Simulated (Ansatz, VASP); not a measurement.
## MgO in VASP and in Ansatz

File INCAR:

```
SYSTEM = MgO
PREC = Accurate
ENCUT = 520
EDIFF = 1E-6
ISMEAR = 0
SIGMA = 0.05
LREAL = .FALSE.
LASPH = .TRUE.
NELM = 100
ALGO = Normal
ISIF = 2
LWAVE = .FALSE.
LCHARG = .FALSE.
GGA = PE
NBANDS = 26
```

Contents of KPOINTS:

```
Automatic mesh
0
G
  9 9 2
  0 0 0
```

POSCAR

```
MgO
1.0
    3.3352000000      0.0000000000      0.0000000000
   -1.6676000000      2.8883679267      0.0000000000
    0.0000000000      0.0000000000     11.0746000000
Mg O
4 4
Direct
    0.3333333333      0.6666666667      0.9694906392
    0.0000000000      0.0000000000      0.2208211786
    0.0000000000      0.0000000000      0.7208211786
    0.6666666667      0.3333333333      0.4694906392
    0.3333333333      0.6666666667      0.7800420079
    0.0000000000      0.0000000000      0.5296443544
    0.0000000000      0.0000000000      0.0296443544
    0.6666666667      0.3333333333      0.2800420079
```

Input for Ansatz:

```yaml
crystal:
  lattice:
    - [3.3352, 0.0, 0.0]
    - [-1.6676, 2.8883679267, 0.0]
    - [0.0, 0.0, 11.0746]
  atoms:
    - { symbol: Mg, position: [0.3333333333, 0.6666666667, 0.9694906392] }
    - { symbol: Mg, position: [0.0, 0.0, 0.2208211786] }
    - { symbol: Mg, position: [0.0, 0.0, 0.7208211786] }
    - { symbol: Mg, position: [0.6666666667, 0.3333333333, 0.4694906392] }
    - { symbol: O, position: [0.3333333333, 0.6666666667, 0.7800420079] }
    - { symbol: O, position: [0.0, 0.0, 0.5296443544] }
    - { symbol: O, position: [0.0, 0.0, 0.0296443544] }
    - { symbol: O, position: [0.6666666667, 0.3333333333, 0.2800420079] }
basis:
  ecutwfc: 520.0
kpoints:
  mp_grid: { grid: [9, 9, 2] }
hamiltonian:
  xc: pbe
  pseudopotentials: { kind: paw, azcp: { folder: soft_1 } }
scf:
  occupations: { method: gaussian, width: 0.05 }
output:
  forces: true
  stress: true
  eigenvalues: true
```

Alike in both runs: task single point; functional PBE; k mesh 9 × 9 × 2; occupations gaussian, width 0.05 eV; no spin polarisation.

```csv
,VASP,Ansatz
version,VASP 6.6.1,Ansatz 0.2.0
potentials or method,"VASP PAW PBE potentials, release 64 (Mg, O)","scalar-relativistic, plane waves, PAW"
plane-wave cutoff (eV),520,520
valence electrons in the cell,32,64
```

Ansatz gave:

```
gap on the k mesh at the Fermi level (eV)       : 3.08
least direct gap on the mesh (eV)               : 3.08
pressure (GPa)                                  : -7.9
largest component of the traceless stress (GPa) : 3.51
rms of the force components (eV/Å)              : 0.090
```

Q: Estimate VASP's values.

A: gap on the k mesh at the Fermi level (eV): 3.06; least direct gap on the mesh (eV): 3.06; pressure (GPa): -8.4; largest component of the traceless stress (GPa): 3.54; rms of the force components (eV/Å): 0.092.

Atom by atom the forces differ by 0.001 eV/Å (rms over components). The two sets of potentials don't hold the same shells in valence.
